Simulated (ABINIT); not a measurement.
A run of ABINIT 10.8.3 (patched build) is set up as follows.

Contents of run.abi:

```
pp_dirpath "./"
pseudos "Mo.GGA_PBE-JTH.xml, S.GGA_PBE-JTH.xml"

acell 3*1.0 Angstrom
rprim
     3.2274645616     0.0000000000     0.0000000000
    -1.6137322808     2.7950663001     0.0000000000
     0.0000000000     0.0000000000     6.3124734200
ntypat 2
znucl 42 16
natom 3
typat 1 2 2
xred
     0.0000000000     0.0000000000     0.5000000000
     0.6666666667     0.3333333333     0.7446806800
     0.3333333333     0.6666666667     0.2553193200

ecut 24.0
pawecutdg 46.0

kptopt 1
ngkpt 5 5 2
nshiftk 1
shiftk 0.0 0.0 0.0

ixc -497498
usekden 1
pawxcdev 0

nband 17
occopt 3
tsmear 0.05 eV

nstep 100
tolvrs 1.0e-7

iomode 3
prtwf 0
prtden 0
prteig 0
prtebands 0
```

Potentials or basis: JTH PAW PBE v2.0.

Run with:

```console
$ abinit run.abi > log 2>&1
```

Q: Predict the pressure.

A: 0.6 GPa.

Q: Estimate the band gap on the k mesh.

A: None (metal or under the smearing width).

Q: What does it give for the largest force?

A: 0.022 eV/Å.

Forces on the atoms (eV/Å):
```
Mo   0.000  0.000  0.000
S    0.000  0.000 -0.022
S    0.000  0.000  0.022
```

Caveat: the k mesh is coarse (spacing up to 0.50 Å⁻¹), so the values aren't converged; the PAW data sets were made with another functional, which shifts forces and pressure a little.
